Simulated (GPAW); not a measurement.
As:

```
As
1.0
     4.56640    0.00000    0.00000
    -2.28320    3.95462    0.00000
     0.00000    0.00000    2.83374
As
2
Direct
  0.33333 0.66667 0.00000
  0.66666 0.33334 0.00000
```

The cell was built by a generator and needn't be a form met in nature.

* Program: GPAW 26.7.0
* Task: relaxation of cell and atoms
* Functional: revPBE
* Dispersion: D4
* Potentials or basis: the program's PAW data sets (release 1.2.1) made for this functional
* Cutoff: 600 eV
* Basis: pw
* k mesh: 6 × 6 × 8
* Occupations: fermi-dirac, width 0.05 eV
* Spin: no spin polarisation

At the start: pressure -3.4 GPa; volume 25.59 Å³/atom.

Problem. Where does the relaxation end?

Solution. Over 6 steps the energy falls by 24.6 meV/atom and the volume is 23.95 Å³/atom (-6.4 %); space group P6/mmm (No. 191, to 0.05 Å).

Step by step:
```csv
step,energy change (eV),largest force (eV/Å),pressure (GPa),volume (Å³)
1,0.0000,0.0000,-3.44,51.17
2,-0.0164,0.0000,-2.94,50.57
3,-0.0427,0.0000,0.89,47.10
4,-0.0491,0.0000,-0.10,47.98
5,-0.0492,0.0000,-0.09,47.97
6,-0.0492,0.0000,-0.01,47.91
```

Final structure:
```
As
1.0
     4.50281    0.00000    0.00000
    -2.25141    3.89955    0.00000
     0.00000    0.00000    2.72851
As
2
Direct
  0.33333 0.66667 0.00000
  0.66666 0.33334 0.00000
```

Caveat: later steps reuse the first step's grids; pairwise dispersion overbinds metals, which lowers pressure and volume.
